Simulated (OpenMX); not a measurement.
Runs of OpenMX 3.8.5 on MoP. The structure is hexagonal, space group P-6m2 (No. 187). Conventional cell: a = 3.223 Å, b = 3.223 Å, c = 3.191 Å, α = 90.00°, β = 90.00°, γ = 120.00°. Mo (site symmetry -6m2) has 6 P at 2.45 Å as nearest neighbours. P (site symmetry -6m2) has 6 Mo at 2.45 Å as nearest neighbours. 

```tsv
task	level	potentials or basis	spin	k mesh	SCF threshold	max SCF cycles	grid points, held for all volumes	pressure (GPa)	V0 of scaled cells (Å³/atom)	B0 (GPa)	largest force (eV/Å)
band structure	PBE	OpenMX 2013 PBE set, Mo7.0-s3p2d2f1, P7.0-s3p2d2f1, grid cutoff 400 Ry	off	11 × 11 × 9	1e-08 Ha	100	-	3.5	-	-	0.01
band structure	PBE	OpenMX 2013 PBE set, Mo7.0-s3p2d2, P7.0-s2p2d1f1, grid cutoff 400 Ry	non-collinear, zero start, SOC	7 × 7 × 7	1e-07 Ha	160	-	-	-	-	0.01
band structure	LDA	OpenMX 2013 LDA set, Mo7.0-s3p2d2, P7.0-s2p2d1f1, grid cutoff 400 Ry	off	11 × 11 × 9	1e-08 Ha	100	-	-4.3	-	-	0.01
equation of state	LDA	OpenMX 2013 LDA set, Mo7.0-s3p2d2, P7.0-s2p2d1f1, fixed grid of 35 × 35 × 40 points	off	11 × 11 × 9	1e-08 Ha	-	35 × 35 × 40	-	(b)	(a)	-
equation of state	PBE	OpenMX 2013 PBE set, Mo7.0-s3p2d2, P7.0-s2p2d1f1, fixed grid of 35 × 35 × 40 points	off	11 × 11 × 9	1e-08 Ha	-	35 × 35 × 40	-	14.71	219	-
band structure	PBE	OpenMX 2013 PBE set, Mo7.0-s3p2d2, P7.0-s2p2d1f1, grid cutoff 400 Ry	off	11 × 11 × 9	1e-08 Ha	100	-	5.8	-	-	0.01
```

Alike in all rows: cell as given; smearing fermi-dirac 0.05 eV.

Q: Estimate the missing entries.

A: (a) 249; (b) 14.10.

Caveats: the basis of atomic orbitals isn't converged, which shifts pressures, moduli and gaps; volumes in these bases differ from converged ones by about 1 %, for some elements by several (some runs); the cell was scaled at fixed shape and fractional positions, which overstates the stiffness of a crystal with free parameters, most of all of layers and chains (some runs); total energies with and without spin-orbit coupling shouldn't be compared in this program (some runs).
